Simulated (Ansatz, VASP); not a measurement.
Given: the input of a run of VASP 6.6.1 on I.

File INCAR:

```
SYSTEM = I
ALGO     = Normal         ! electronic algorithm
EDIFF    = 1E-6           ! SCF threshold, eV
ENCUT    = 520            ! plane-wave cutoff, eV
GGA      = PE             ! functional
ISIF     = 2              ! what is computed and relaxed
ISMEAR   = -1             ! smearing method
LASPH    = .TRUE.         ! aspherical terms in the spheres
LCHARG   = .FALSE.        ! write CHGCAR
LREAL    = .FALSE.        ! projectors in reciprocal space
LWAVE    = .FALSE.        ! write WAVECAR
NBANDS   = 10             ! bands
NELM     = 80             ! most SCF steps
PREC     = Accurate       ! precision mode
SIGMA    = 0.05           ! smearing width, eV
```

File KPOINTS:

```
k-points
0
G
  11 11 11
  0 0 0
```

Contents of POSCAR:

```
I
1.0
   -1.6066002635      1.6066002635      4.2361842651
    1.6066002635     -1.6066002635      4.2361842651
    1.6066002635      1.6066002635     -4.2361842651
I
1
Direct
    0.0000000000      0.0000000000      0.0000000000
```

Potentials or basis: VASP PAW PBE potentials, release 64 (I).

Command:

```console
$ cat potpaw_PBE.64/I/POTCAR > POTCAR
$ mpirun -np 1 vasp_std > vasp.out
```

Translate it to Ansatz 0.2.0. Potentials there: all-electron LAPW, scalar-relativistic.

As run (the cutoff follows the program's own potentials):

The input input.yaml:

```yaml
crystal:
  lattice:
    - [-1.6066002635, 1.6066002635, 4.2361842651]
    - [1.6066002635, -1.6066002635, 4.2361842651]
    - [1.6066002635, 1.6066002635, -4.2361842651]
  atoms:
    - { symbol: I, position: [0.0, 0.0, 0.0] }
kpoints:
  mp_grid: { grid: [11, 11, 11] }
scf:
  occupations: { method: fermi_dirac, width: 0.05 }
hamiltonian:
  xc: pbe
  pseudopotentials: { kind: all_electron, lapw: { basis_error: 0.0005 } }
output:
  forces: true
  stress: true
  eigenvalues: true
```

Potentials or basis: all-electron LAPW, scalar-relativistic.

Run with:

```bash
$ ansatz run input.yaml --threads 1 --pin off --max-ram 2560MiB --backend cpu --events-out ev --progress --plain --runs-dir out
```

Both were run:

|  | VASP | Ansatz | Ansatz less VASP |
| --- | --- | --- | --- |
| gap on the k mesh at the Fermi level (eV) | none | none | - |
| pressure (GPa) | 0.6 | 0.6 | +0.04 |
| largest component of the traceless stress (GPa) | 0.43 | 0.47 | +0.037 |

A gap of «none» marks a metal or a gap that the smearing closes. Ansatz ran all-electron here, so the differences hold the error of VASP's frozen core and of both bases.

Caveats: an odd number of electrons without spin polarisation forces a metal; a magnetic or distorted state may lie lower. The runs have no spin-orbit coupling, so splittings on I are missing.
